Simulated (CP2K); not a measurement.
Crystal: InP.

```
CELL_PARAMETERS angstrom
4.14435 0.00000 0.00000
2.07218 3.58911 0.00000
2.07218 1.19637 3.38385
ATOMIC_POSITIONS crystal
In 0.00000 0.00000 0.00000
P 0.75000 0.75000 0.75000
```

Program: CP2K 2026.2. Alike in all runs: potentials or basis POTENTIAL_UZH In GTH-PBE-q13, P GTH-PBE-q5; TZVP-MOLOPT-PBE-GTH basis; no spin polarisation; cell as given; k mesh 8 × 8 × 8.

Order these runs on this cell by their pressure, lowest first.
A. level PBEsol; smearing gaussian 0.02 eV; EPS_DEFAULT 1.0E-10; NGRIDS 5; CUTOFF of the grids 450 Ry
B. level HLE16; smearing fermi-dirac 0.05 eV; EPS_DEFAULT 1.0E-9; NGRIDS 4; CUTOFF of the grids 675 Ry; hirshfeld SHAPE_FUNCTION DENSITY; VORONOI_RADII COVALENT
C. level TPSS; smearing fermi-dirac 0.05 eV; EPS_DEFAULT 1.0E-9; NGRIDS 4; CUTOFF of the grids 675 Ry; hirshfeld SHAPE_FUNCTION DENSITY; VORONOI_RADII COVALENT
D. level RPBE; smearing gaussian 0.05 eV; EPS_DEFAULT 1.0E-10; NGRIDS 4; CUTOFF of the grids 450 Ry

B (-5.6 GPa), A (1.6 GPa), C (3.3 GPa), D (5.2 GPa).

Caveats: the potentials were made for another functional, which shifts forces and pressure; the basis of atomic orbitals isn't converged, which shifts pressures, moduli and gaps; the potentials were made for a functional far from this one (some runs).

Runs at the PBE level aren't shown here.
